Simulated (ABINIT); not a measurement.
Input of an ABINIT 10.8.3 (patched build) run:

File run.abi:

```
# Pseudopotentials
pp_dirpath "./"
pseudos "I.upf, K.upf"

# Structure
acell 9.4412575124 9.4412575124 9.4412575124
rprim
     0.0000000000     0.7071067812     0.7071067812
     0.7071067812     0.0000000000     0.7071067812
     0.7071067812     0.7071067812     0.0000000000
ntypat 2
znucl 53 19
natom 2
typat 1 2
xred
     0.5000000000     0.5000000000     0.5000000000
     0.0000000000     0.0000000000     0.0000000000

# Plane-wave basis
ecut 26.0

# k points
kptopt 1
ngkpt 5 5 5
nshiftk 1
shiftk 0.0 0.0 0.0

# Exchange and correlation
ixc 11

# Bands and occupations
nband 12
occopt 3
tsmear 0.00183747

# SCF cycle
nstep 100
tolvrs 1.0e-10

# Output
iomode 3
prtwf 0
prtden 0
prteig 0
prtebands 0
```

Potentials or basis: Ansatz NC PBE.

Command:

```sh
$ abinit run.abi > log 2>&1
```

Question: Estimate the pressure.

Answer: 0.4 GPa.

Question: What does it give for the band gap on the k mesh?

Answer: 3.96 eV, direct.

Caveat: spin-orbit coupling is left out, which moves the levels of the heavy elements.

**The experiment to reproduce.**

From a printed reference work, monograph, for a bulk crystal of KI: band gap 6.32 eV.

Against the measured gap of KI, 6.32 eV (a printed reference work, monograph), the calculated 3.96 eV is off by -2.36 eV. Spin-orbit coupling on I is left out. The value is that of PBE, without temperature or zero-point motion. Semilocal functionals fall short of measured gaps as a rule.
